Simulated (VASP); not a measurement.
**SiC3: band structure with r2SCAN**

Crystal: SiC3.

```
C Si
1.0
     0.00000   -2.00165   -2.00165
    -2.00165    0.00000   -2.00165
     2.02702    2.02702   -4.02867
C Si
3 1
Cartesian
  -0.9033 -0.9033 -5.1017
  0.9569 0.9569 -4.9602
  -0.0143 -0.0143 -5.9906
  0.0177 0.0177 -2.0193
```

The cell comes from a database or a generator and needn't be the stable form of this composition.

* Program: VASP 6.6.1
* Task: band structure
* Functional: r2SCAN
* Potentials or basis: VASP PAW PBE potentials, release 64 (C, Si)
* Cutoff: 520 eV
* k mesh: 10 × 10 × 10
* Occupations: gaussian, width 0.02 eV
* Spin: no spin polarisation
* Further INCAR settings: ALGO = Normal; EDIFF = 1e-07; NBANDS = 16

```yaml
Pressure: 0.3 GPa
Largest_force: 0.006 eV/Å
Band_gap_on_the_k_mesh: 1.90 eV, indirect (least direct gap 3.59 eV)
Band_gap_along_the_path: 1.93 eV, indirect (least direct gap 3.63 eV)
```

Forces on the atoms (eV/Å):
```
C    0.000  0.000  0.000
C    0.003  0.003 -0.003
C    0.000  0.000  0.000
Si  -0.003 -0.003  0.003
```

Levels at the corners of the path, in eV from the valence-band top:
```csv
point,band 4,band 5,band 6,band 7,band 8,band 9,band 10,band 11,band 12,band 13
Γ,-2.92,-2.92,-0.98,0.00,0.00,4.07,5.07,5.07,5.30,8.99
L,-8.42,-6.84,-5.27,-5.12,-2.58,3.54,4.55,6.86,9.49,9.80
L,-8.42,-6.84,-5.27,-5.12,-2.58,3.54,4.55,6.86,9.49,9.80
B1,-9.32,-7.30,-6.43,-5.09,-3.52,3.79,4.86,8.68,8.93,9.95
B,-9.32,-7.30,-6.43,-5.09,-3.52,3.79,4.86,8.68,8.93,9.95
Z,-5.20,-2.82,-2.82,-0.37,-0.37,4.14,5.69,5.69,6.08,9.86
Z,-5.20,-2.82,-2.82,-0.37,-0.37,4.14,5.69,5.69,6.08,9.86
Γ,-2.92,-2.92,-0.98,0.00,0.00,4.07,5.07,5.07,5.30,8.99
Γ,-2.92,-2.92,-0.98,0.00,0.00,4.07,5.07,5.07,5.30,8.99
X,-9.19,-7.76,-5.95,-5.52,-3.55,3.70,5.61,7.84,9.22,9.92
Q,-9.19,-7.76,-5.95,-5.52,-3.55,3.70,5.61,7.84,9.22,9.92
F,-10.02,-5.60,-5.48,-2.46,-1.71,1.93,2.91,6.90,7.01,7.32
F,-10.02,-5.60,-5.48,-2.46,-1.71,1.93,2.91,6.90,7.01,7.32
P1,-9.22,-5.89,-5.39,-3.19,-1.92,2.18,3.47,6.64,7.43,7.87
P1,-9.22,-5.89,-5.39,-3.19,-1.92,2.18,3.47,6.64,7.43,7.87
Z,-5.20,-2.82,-2.82,-0.37,-0.37,4.14,5.69,5.69,6.08,9.86
L,-8.42,-6.84,-5.27,-5.12,-2.58,3.54,4.55,6.86,9.49,9.80
P,-9.22,-5.89,-5.39,-3.19,-1.92,2.18,3.47,6.64,7.43,7.87
```

It took 3.1 min on 1 thread of Intel(R) Xeon(R) 6975P-C (Granite Rapids), on a shared host, peak memory 0.22 GiB.

Caveat: the PAW data sets were made with another functional, which shifts forces and pressure a little. r2SCAN opens gaps a little over a GGA but as a rule still falls short of measured ones.
